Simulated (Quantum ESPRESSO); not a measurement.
The system is AlO.

```
Al O
1.0
     2.76919    0.00000    0.00000
     0.00000    2.76919    0.00000
     0.00000    0.00000    2.76919
Al O
1 1
Direct
  0.50000 0.50000 0.50000
  0.00000 0.00000 0.00000
```

The cell was built by a generator and needn't be a form met in nature.

* Program: Quantum ESPRESSO 7.5
* Task: phonons
* Functional: PBEsol
* Potentials or basis: GBRV 1.5 PBEsol
* Cutoff: 612 eV
* Density cutoff: 4898 eV
* k mesh: 10 × 10 × 10
* Occupations: cold, width 0.2 eV
* Spin: no spin polarisation
* Target pressure: 25 GPa
* Mixing beta: 0.5
* Most SCF iterations: 120
* SCF threshold: 4e-10 Ry

The cell and the atoms were relaxed first at 25 GPa, to 8.97 Å³/atom (a = 2.618 Å, b = 2.618 Å, c = 2.618 Å, α = 90.00°, β = 90.00°, γ = 90.00°), and the response was taken there.

Problem. Which optical modes does the crystal have at the zone centre, and which show in infrared and Raman spectra?

Solution. The optical modes are T1u. Infrared active: T1u. None is Raman active.

Optical modes at Γ, degenerate ones joined:
```csv
cm⁻¹,components,symmetry,active in
419i,3,T1u,IR
```

Caveat: the mesh is thin for the phonons of a metal; some modes are imaginary; the volume moved by over 15 % at a fixed basis, so the end points are rough; the cell is more than 3 GPa from zero pressure, which shifts response properties; an odd number of electrons without spin polarisation forces a metal; a magnetic or distorted state may lie lower.
